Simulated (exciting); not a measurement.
# Rh (Fm-3m) in exciting: a series of runs, part 2 of 2

exciting (release sodium). Earlier steps stand in the parts before.

**6. Single point, PBE**

File input.xml:

```xml
<input>
  <title>Rh</title>
  <structure speciespath="./" tshift="false">
    <crystal scale="1">
      <basevect>0.000000000000 3.586416725621 3.586416725621</basevect>
      <basevect>3.586416725621 0.000000000000 3.586416725621</basevect>
      <basevect>3.586416725621 3.586416725621 0.000000000000</basevect>
    </crystal>
    <species speciesfile="Rh.xml" rmt="2.3">
      <atom coord="0.000000000000 0.000000000000 0.000000000000"/>
    </species>
  </structure>
  <groundstate do="fromscratch" ngridk="12 12 12" rgkmax="9" gmaxvr="14" lmaxapw="10" lmaxmat="10" lmaxvr="8" xctype="GGA_PBE" stype="Gaussian" swidth="0.00073499" nempty="12" ValenceRelativity="iora*" epsengy="1e-05" epspot="1e-05" maxscl="60" tforce="true" outputlevel="high"/>
</input>
```

Potentials or basis: all-electron LAPW+lo, shipped species files, valence relativity iora*.

Started as:

```
> OMP_NUM_THREADS=1 exciting_smp
```

INFO.OUT:

```text
================================================================================
EXCITING SODIUM started
[... 10 lines left out ...]

 Lattice vectors (cartesian) :
      0.0000000000      3.5864167256      3.5864167256
      3.5864167256      0.0000000000      3.5864167256
      3.5864167256      3.5864167256      0.0000000000

 Reciprocal lattice vectors (cartesian) :
     -0.8759697754      0.8759697754      0.8759697754
      0.8759697754     -0.8759697754      0.8759697754
      0.8759697754      0.8759697754     -0.8759697754

 Unit cell volume                           :      92.2597448873
 Brillouin zone volume                      :       2.6886071899

 Species :    1 (Rh)
     parameters loaded from                 :    Rh.xml
     name                                   :    rhodium
     nuclear charge                         :     -45.00000000
     electronic charge                      :      45.00000000
     atomic mass                            :  187585.25100000
     muffin-tin radius                      :       2.30000000
     # of radial points in muffin-tin       :     400

     atomic positions (lattice) :
[... 7 lines left out ...]
 Number of crystal symmetries               :      48

 k-point grid                               :      12   12   12
 Total number of k-points                   :      72
 k-point set is reduced with crystal symmetries

 R^MT_min * |G+k|_max (rgkmax)              :       9.00000000
 Species with R^MT_min                      :       1 (Rh)
 Maximum |G+k| for APW functions            :       3.91304348
 Maximum |G| for potential and density      :      14.00000000
 Polynomial order for pseudochg. density    :       9

 G-vector grid sizes                        :      24    24    24
 Total number of G-vectors                  :    4279

 Maximum angular momentum used for
     APW functions                          :      10
     computing H and O matrix elements      :      10
     potential and density                  :       8
     inner part of muffin-tin               :       2

 Total nuclear charge                       :     -45.00000000
 Total electronic charge                    :      45.00000000
 Total core charge                          :      28.00000000
 Total valence charge                       :      17.00000000

 Effective Wigner radius, r_s               :       0.78808013

 Number of empty states                     :      12
 Total number of valence states             :      21

 Maximum Hamiltonian size                   :     114
 Maximum number of plane-waves              :     101
 Total number of local-orbitals             :      13

 Exchange-correlation type                  :      20
     Perdew-Burke-Ernzerhof, Phys. Rev. Lett. 77, 3865 (1996)
     Generalised gradient approximation (GGA)

 Smearing scheme                            :    Gaussian
 Smearing width                             :       0.00073499

 Using multisecant Broyden potential mixing
[... 6 lines left out ...]
* Groundstate module started                                                   *
********************************************************************************
 Output level for this task is set to high

++++++++++++++++++++++++++++++++++++++++++++++++++++++++++++++++++++++++++++++++
[... 5 lines left out ...]
+ SCF iteration number :    1                                                  +
++++++++++++++++++++++++++++++++++++++++++++++++++++++++++++++++++++++++++++++++
 Total energy                               :     -4775.45325327
 _______________________________________________________________
 Fermi energy                               :         0.50647416
 Kinetic energy                             :      4993.68723203
 Coulomb energy                             :     -9630.44709718
 Exchange energy                            :      -136.28354318
 Correlation energy                         :        -2.40984493
 Sum of eigenvalues                         :     -2848.44516621
 Effective potential energy                 :     -7842.13239823
 Coulomb potential energy                   :     -7661.24797918
 xc potential energy                        :      -180.88441905
 Hartree energy                             :      1459.46027792
 Electron-nuclear energy                    :    -10580.16853503
 Nuclear-nuclear energy                     :      -509.73884008
 Madelung energy                            :     -5799.82310759
 Core-electron kinetic energy               :         0.00000000

 DOS at Fermi energy (states/Ha/cell)       :        17.01952757

 Electron charges :
     core                                   :        28.00000000
     core leakage                           :         0.00000020
     valence                                :        17.00000000
     interstitial                           :         1.97537840
     charge in muffin-tin spheres :
                  atom     1    Rh          :        43.02462160
     total charge in muffin-tins            :        43.02462160
     total charge                           :        45.00000000
[... 414 lines left out ...]
 Kinetic energy                             :      4987.71534920
 Coulomb energy                             :     -9634.01550837
 Exchange energy                            :      -136.56091526
 Correlation energy                         :        -2.40828657
 Sum of eigenvalues                         :     -2851.78051180
 Effective potential energy                 :     -7839.49586099
 Coulomb potential energy                   :     -7658.24823337
 xc potential energy                        :      -181.24762762
 Hartree energy                             :      1466.02843492
 Electron-nuclear energy                    :    -10590.30510320
 Nuclear-nuclear energy                     :      -509.73884008
 Madelung energy                            :     -5804.89139168
 Core-electron kinetic energy               :         0.00000000

 DOS at Fermi energy (states/Ha/cell)       :        59.05010719

 Electron charges :
     core                                   :        28.00000000
     core leakage                           :         0.00000019
     valence                                :        17.00000000
     interstitial                           :         1.79829432
     charge in muffin-tin spheres :
                  atom     1    Rh          :        43.20170568
     total charge in muffin-tins            :        43.20170568
     total charge                           :        45.00000000

 RMS change in effective potential (target) :  0.300388E-09  ( 0.100000E-04)
 Absolute change in total energy   (target) :  0.791199E-06  ( 0.100000E-04)
 Charge distance                   (target) :  0.109585E-08  ( 0.100000E-04)
 Abs. change in max-nonIBS-force   (target) :   0.00000      ( 0.500000E-04)

++++++++++++++++++++++++++++++++++++++++++++++++++++++++++++++++++++++++++++++++
| Convergency criteria checked for the last 2 iterations                       +
| Convergence targets achieved. Performing final SCF iteration                 +
++++++++++++++++++++++++++++++++++++++++++++++++++++++++++++++++++++++++++++++++
 Total energy                               :     -4785.26936106
 _______________________________________________________________
 Fermi energy                               :         0.45847111
 Kinetic energy                             :      4987.71534917
 Coulomb energy                             :     -9634.01550839
 Exchange energy                            :      -136.56091526
 Correlation energy                         :        -2.40828657
 Sum of eigenvalues                         :     -2851.78051182
 Effective potential energy                 :     -7839.49586099
 Coulomb potential energy                   :     -7658.24823336
 xc potential energy                        :      -181.24762763
 Hartree energy                             :      1466.02843495
 Electron-nuclear energy                    :    -10590.30510327
 Nuclear-nuclear energy                     :      -509.73884008
 Madelung energy                            :     -5804.89139171
 Core-electron kinetic energy               :         0.00000000

 DOS at Fermi energy (states/Ha/cell)       :        59.05010841

 Electron charges :
     core                                   :        28.00000000
     core leakage                           :         0.00000019
     valence                                :        17.00000000
     interstitial                           :         1.79829432
     charge in muffin-tin spheres :
                  atom     1    Rh          :        43.20170568
     total charge in muffin-tins            :        43.20170568
     total charge                           :        45.00000000

++++++++++++++++++++++++++++++++++++++++++++++++++++++++++++++++++++++++++++++++
+ Self-consistent loop stopped                                                 +
++++++++++++++++++++++++++++++++++++++++++++++++++++++++++++++++++++++++++++++++
 STATE.OUT is written

--------------------------------------------------------------------------------
- Writing atomic positions and forces                                          -
--------------------------------------------------------------------------------

 Atomic positions (lattice) :
 atom     1  Rh  :     0.00000000    0.00000000    0.00000000

 Total atomic forces including IBS (cartesian) :
 atom     1  Rh  :     0.00000000    0.00000000    0.00000000

 Atomic force components including IBS (cartesian) :
 atom     1  Rh  :     0.00000000    0.00000000    0.00000000   HF force
                 :     0.00000000    0.00000000    0.00000000   core correction
                 :     0.00000000    0.00000000    0.00000000   IBS correction

********************************************************************************
* Groundstate module stopped                                                   *
********************************************************************************

================================================================================
| EXCITING SODIUM stopped                                                      =
================================================================================
```

Wall time 19 s (1 thread of Intel Xeon Platinum 8488C (Sapphire Rapids), shared host); peak memory 0.1 GiB.

What came out:

* Free energy: -130213.8133 eV
* Band gap on the k mesh: none (metal or under the smearing width)
* All electrons inside the program's atomic spheres: Rh 43.20 (radii Rh 2.3 bohr)

Levels at points of the mesh, in eV from the Fermi level:
```tsv
k point	band 5	band 6	band 7	band 8	band 9	band 10	band 11	band 12
(0.00, 0.00, 0.00)	-8.04	-3.17	-3.17	-3.17	-1.07	-1.07	15.79	21.23
(0.50, 0.00, 0.00)	-6.23	-3.25	-3.25	0.51	0.51	0.68	8.73	15.34
(0.50, 0.50, 0.00)	-6.43	-6.06	0.48	0.93	0.93	3.22	12.48	13.26
```

**7. Overview**

```csv
smearing,outputlevel,gap on the mesh (eV)
gaussian 0.016 eV,low,none
gaussian 0.017 eV,normal,none
gaussian 0.018 eV,normal,none
gaussian 0.019 eV,low,none
gaussian 0.02 eV,high,none
```

Alike in all rows: task single point; level PBE; potentials or basis all-electron LAPW+lo, shipped species files, valence relativity iora*; no spin polarisation; cell as given; k mesh 12 × 12 × 12; rgkmax 9.

Every run on the cell as given and a fine mesh finds a metal.

Compare energies only between runs with the same functional and basis.
